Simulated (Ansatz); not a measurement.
```xyz
5
Lattice="6.3327 0.0000 0.0000 0.0000 6.3327 0.0000 0.0000 0.0000 6.4954" Properties=species:S:1:pos:R:3 pbc="T T T"
Cs     0.0000     0.0000     0.0000
Pb     3.1663     3.1663     3.2477
I      0.0000     3.1663     3.2477
I      3.1663     3.1663     0.0000
I      3.1663     0.0000     3.2477
```

No spin polarisation.

The values are results of r2SCAN (Ansatz, a first-principles code; PAW; 500 eV plane waves; without spin-orbit coupling), not measurements. Settings: 5×5×5 k-points, 0.05 eV Fermi–Dirac smearing.

Question: What electron mass does the calculation give?

Answer: 0.078 mₑ along z, 0.76 mₑ across (at R).

Question: What is the computed band gap?

Answer: 1.67 eV.

With I and Pb present, leaving out spin-orbit coupling can change the band edges. The cells carry an imposed strain or load. Effective masses come from finite differences of ±0.01 Å⁻¹. No phonon test of stability was made. The cell was made from CsPbI$_{3}$ in the cubic perovskite structure (space group Pm-3m, No. 221) by this change: uniaxial strain ε_zz = +2.57 %. Many cubic perovskites are stable only at high temperature; tilts and polar distortions were not tested. This is not the structure that CsPbI3 has at room temperature and ambient pressure.
